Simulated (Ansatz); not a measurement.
# S (P3_221)

All numbers below come from DFT PBE+D3(BJ), scalar-relativistic, plane waves, PAW (Ansatz 0.2.0).

Plane waves to 420 eV, a k mesh through Γ of 6×6×6 on the computed 9-atom cell and Gaussian smearing (0.02 eV); no spin polarisation.

The structure is relaxed at this level of theory with its symmetry kept. This form isn't the element's structure at ambient conditions.

```
S
1.0
     7.45514    0.00000    0.00000
    -3.72757    6.45634    0.00000
     0.00000    0.00000    4.37872
S
9
Direct
  0.11504 0.11504 0.50000
  0.45527 0.68515 0.73867
  0.68515 0.45527 0.26133
  0.88496 0.00000 0.16667
  0.22988 0.54473 0.07200
  0.31485 0.77012 0.40533
  0.54473 0.22988 0.92800
  0.77012 0.31485 0.59467
  0.00000 0.88496 0.83333
```

* Space group: P3_221 (No. 154)
* Volume per atom: 23.42 Å³
* Kohn–Sham band gap: 1.83 eV
* Löwdin character of the top 1 eV of the valence band: S 3p 96 %
* Löwdin character of the lowest 1 eV of the conduction band: S 3p 78 %, S 3s 11 %, unprojected 10 %
* Bader charges (e): S (3 in the cell) 0.00, S (6 in the cell) 0.00

Cost: 1 run of about 4.6 core-minutes, on Arm Neoverse V1 (shared hosts).